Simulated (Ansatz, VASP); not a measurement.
# Two plane-wave programs on BP

The input INCAR:

```
SYSTEM = BP
PREC = Accurate
ENCUT = 520
EDIFF = 1E-6
ISMEAR = 0
SIGMA = 0.05
LREAL = .FALSE.
LASPH = .TRUE.
NELM = 100
ALGO = Normal
ISIF = 2
LWAVE = .FALSE.
LCHARG = .TRUE.
GGA = PE
LELF = .TRUE.
LVHAR = .TRUE.
NBANDS = 11
```

Contents of KPOINTS:

```
Automatic mesh
0
G
  10 10 10
  0 0 0
```

Contents of POSCAR:

```
BP
1.0
    0.0000000000      2.3082641451      2.3082641451
    2.3082641451      0.0000000000      2.3082641451
    2.3082641451      2.3082641451      0.0000000000
B P
1 1
Direct
    0.0000000000      0.0000000000      0.0000000000
    0.7500000000      0.7500000000      0.7500000000
```

Input for Ansatz:

```yaml
crystal:
  lattice:
    - [0.0, 2.3082641451, 2.3082641451]
    - [2.3082641451, 0.0, 2.3082641451]
    - [2.3082641451, 2.3082641451, 0.0]
  atoms:
    - { symbol: B, position: [0.0, 0.0, 0.0] }
    - { symbol: P, position: [0.75, 0.75, 0.75] }
basis:
  ecutwfc: 420
kpoints:
  mp_grid: { grid: [10, 10, 10] }
hamiltonian:
  xc: pbe
scf:
  occupations: { method: gaussian, width: 0.05 }
output:
  forces: true
  stress: true
  eigenvalues: true
```

Change from the starting cell: strain +0.015 along x and y, +0.015 along z, atoms carried along.

Alike in both runs: task single point; functional PBE; k mesh 10 × 10 × 10; occupations gaussian, width 0.05 eV; no spin polarisation.

|  | VASP | Ansatz |
| --- | --- | --- |
| version | VASP 6.6.1 | Ansatz 0.2.0 |
| potentials or method | VASP PAW PBE potentials, release 64 (B, P) | scalar-relativistic, plane waves, PAW |
| plane-wave cutoff (eV) | 520 | 420 |
| valence electrons in the cell | 8 | 8 |

Ansatz gave:

| Property | Result |
| --- | --- |
| gap on the k mesh at the Fermi level (eV) | 1.31 |
| least direct gap on the mesh (eV) | 3.33 |
| pressure (GPa) | -6.6 |

Task: Estimate VASP's values.

Result: gap on the k mesh at the Fermi level (eV): 1.31; least direct gap on the mesh (eV): 3.33; pressure (GPa): -6.8.

With one functional, cell and mesh, what is left measures potentials, basis and numerics.

A k mesh can miss the band edges.
